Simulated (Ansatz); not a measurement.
KF:

```
K F
1.0
     3.25895    0.00000    0.00000
     0.00000    3.25895    0.00000
     0.00000    0.00000    3.25895
K F
1 1
Direct
  0.00000 0.00000 0.00000
  0.50000 0.50000 0.50000
```

The cell comes from a database or a generator and needn't be the stable form of this composition.

Program: Ansatz 0.2.0. Alike in all runs: cell as given. Hardware: 2 threads of Arm Neoverse V2, on a shared host.

**Question.** Order these runs on this cell by their wall time, lowest first.
A. task band structure; level LDA; potentials or basis JTH PAW; spin collinear, ferromagnetic start; k mesh 8 × 8 × 8; cutoff (eV) 1500; smearing gaussian 0.02 eV; driver chain; points for each segment of the path 14
B. task electric field gradients; level rPW86-PBE; potentials or basis Ansatz PAW earlier set; spin off; k mesh 8 × 8 × 8; cutoff (eV) 1300; smearing cold 0.1 eV
C. task projected density of states; level HSE03; potentials or basis JTH PAW; spin off; k mesh 5 × 5 × 5; cutoff (eV) 1500; smearing gaussian 0.02 eV; driver chain; other keys basis.ecutrho_ratio = 8

**Answer.** B (2.1 s), A (14 s), C (56 s).

Caveats: the starting moments weren't kept (some runs); odd divisions of the mesh miss points on the zone boundary, where band edges often lie, so the gap on the mesh can be too wide (some runs).

Runs at the PBE level aren't shown here.
